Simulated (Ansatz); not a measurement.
# Contact densities of Na against volume

```
Na
1.0
     0.00000    3.78737    3.78737
     3.78737    0.00000    3.78737
     3.78737    3.78737    0.00000
Na
2
Direct
  0.00000 0.00000 0.00000
  0.25000 0.25000 0.25000
```

Atoms are numbered in the order listed.

The structure comes from a relaxation in the same program, started in the diamond type, and has space group Fd-3m. Whether it is a known phase or the ground state wasn't checked.

The calculation used DFT, PBE, all-electron PAW with datasets made for the crystal, scalar-relativistic in Ansatz 0.2.0.

Numerical set-up: a Γ-centred 10×10×10 k mesh, Fermi–Dirac smearing of 0.03 eV, cutoff 140 eV (chosen by the program for this cell), no spin polarisation.

The contact density is the mean electron density over the nuclear volume; its changes follow the s electrons' response to bonding and compression. Changes below are taken from the unscaled cell, where it is 5910.45 e/Å³ at Na1.

| V/V(cell) | P (GPa) | Δρ(0) Na1 (e/Å³) |
| --- | --- | --- |
| 0.9405 | 0.2 | ? |
| 1.0000 | 0.0 | 0.00 |
| 1.0600 | -0.1 | -0.07 |

(1) Give the missing entry: row "0.9405", column "Δρ(0) Na1 (e/Å³)".

The datasets are made afresh for each cell, so very small changes are uncertain.

Answers

(1) 0.08.
